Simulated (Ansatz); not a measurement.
# C: the cost of one run

Program: Ansatz 0.2.0. Level of theory: DFT PBEsol, scalar-relativistic, plane waves, PAW. These are calculated values, not measurements.

2 further runs of the same task are left out: 1 that didn't finish, 1 set aside as unsound or not needed.

## (1) Starting point

The structure is trigonal, space group R-3m (No. 166). The conventional cell has a = 2.459 Å, b = 2.459 Å, c = 33.651 Å, α = 90.00°, β = 90.00°, γ = 120.00°. C (site symmetry 3m) is surrounded by 3 C at 1.42 Å.

Structure file:

```
C
1.0
     1.22933    0.70975   11.21690
    -1.22933    0.70975   11.21690
     0.00000   -1.41950   11.21690
C
4
Cartesian
  0.0000 0.0000 1.8140
  0.0000 0.0000 31.8367
  0.0000 0.0000 9.4025
  0.0000 0.0000 24.2482
```

It is the result of an earlier relaxation at this level (volume 14.68 Å³/atom; gap on the mesh: none (metal)).

## (2) What is varied

The energy is mapped over the lattice constants a and c of the conventional cell.

First coordinate, lattice constant a (and b): 5 values from 2.287 to 2.631 Å. Second coordinate, lattice constant c: 5 values from 29.61 to 37.69 Å.

Nothing else is relaxed (fractional coordinates fixed). Energies count from the relaxed crystal. Points are written as (first, second).

## (3) The run at (2.287 Å, 29.61 Å)

input.yaml reads:

```yaml
crystal:
  lattice:
    - [1.14325, 0.6600556953, 9.8708666667]
    - [-1.14325, 0.6600556953, 9.8708666667]
    - [0.0, -1.3201113905, 9.8708666667]
  atoms:
    - { symbol: C, position: [0.0539073168, 0.0539073168, 0.0539073168] }
    - { symbol: C, position: [0.9460926832, 0.9460926832, 0.9460926832] }
    - { symbol: C, position: [0.2794156176, 0.2794156176, 0.2794156176] }
    - { symbol: C, position: [0.7205843824, 0.7205843824, 0.7205843824] }
basis:
  ecutwfc: 520.0
kpoints:
  mp_grid: { grid: [18, 18, 18] }
hamiltonian:
  xc: pbesol
  pseudopotentials: { kind: paw, azcp: { folder: soft_1 } }
scf:
  occupations: { method: gaussian, width: 0.15 }
output:
  forces: true
  stress: true
  eigenvalues: true
  write_density: true
  write_potential: true
  elf: true
  volumetric_format: npy
```

Launch:

```console
$ ansatz run input.yaml --threads 1 --pin off --max-ram 2048MiB --backend cpu --events-out ev --progress --plain --runs-dir out
```

What time and memory should one allow on 1 thread of Intel Xeon 6975P-C (Granite Rapids), shared host?

About 22 s, with a peak of 0.66 GiB.
